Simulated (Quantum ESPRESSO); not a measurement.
Input of a Quantum ESPRESSO 7.5 run:

File pw.in:

```
&CONTROL
  calculation = 'vc-relax'
  prefix = 'pwscf'
  outdir = './tmp'
  pseudo_dir = './pseudo'
  tprnfor = .true.
  tstress = .true.
  disk_io = 'low'
  nstep = 40
  forc_conv_thr = 0.0004
  etot_conv_thr = 1d-05
/
&SYSTEM
  ibrav = 0
  A = 2.88888475
  nat = 1
  ntyp = 1
  ecutwfc = 69
  nbnd = 16
  input_dft = 'pbesol'
  occupations = 'smearing'
  smearing = 'fd'
  degauss = 0.00367493
/
&ELECTRONS
  conv_thr = 2d-10
  electron_maxstep = 120
  mixing_beta = 0.5
/
&IONS
  ion_dynamics = 'bfgs'
/
&CELL
  cell_dynamics = 'bfgs'
  press = 50
  press_conv_thr = 0.3
/
ATOMIC_SPECIES
Ag   107.8682 Ag_ONCV_PBE-1.0.oncvpsp.upf
CELL_PARAMETERS alat
   0.0000000000    0.7071067823    0.7071067823
   0.7071067823    0.0000000000    0.7071067823
   0.7071067823    0.7071067823    0.0000000000
ATOMIC_POSITIONS alat
Ag     0.0000000000    0.0000000000    0.0000000000
K_POINTS automatic
11 11 11 0 0 0
```

Potentials or basis: SSSP 1.3 efficiency PBE.

Launch:

```sh
$ OMP_NUM_THREADS=1 pw.x -in pw.in > pw.out
```

(1) What does it give for the space group after relaxing (to 0.05 Å)?

(2) What does it give for the relaxed volume?

Results:

(1) Fm-3m (No. 225).

(2) 15.94 Å³/atom.

Caveat: the potentials were made for another functional, which shifts forces and pressure.
